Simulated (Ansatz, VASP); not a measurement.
Two plane-wave programs on BeS

```xyz
2
Lattice="0.0000 2.4382 2.4382 2.4382 0.0000 2.4382 2.4382 2.4382 0.0000" Properties=species:S:1:pos:R:3 pbc="T T T"
Be    3.6572    3.6572    3.6572
S     0.0000    0.0000    0.0000
```

Alike in both runs: functional PBE; k mesh 8 × 8 × 8; occupations gaussian, width 0.02 eV; no spin polarisation.

Ansatz relaxed the structure, and its values are those at the end. VASP's run is a single point on that final structure, the one shown.

```csv
,VASP,Ansatz
version,VASP 6.6.1,Ansatz 0.2.0
potentials or method,"VASP PAW PBE potentials, release 64 (Be, S)","scalar-relativistic, plane waves, PAW"
plane-wave cutoff (eV),520,420
valence electrons in the cell,8,8
```

Ansatz gave:

| Property | Result |
| --- | --- |
| gap on the k mesh at the Fermi level (eV) | 3.15 |
| least direct gap on the mesh (eV) | 5.66 |
| pressure (GPa) | 0.0 |

Problem. What did VASP give for the same quantities?

Solution. gap on the k mesh at the Fermi level (eV): 3.15; least direct gap on the mesh (eV): 5.68; pressure (GPa): 0.0.

The functional is the same, so the differences come from potentials, cutoffs and numerics.

A k mesh can miss the band edges. As with any semilocal functional, this PBE gap is likely too small.
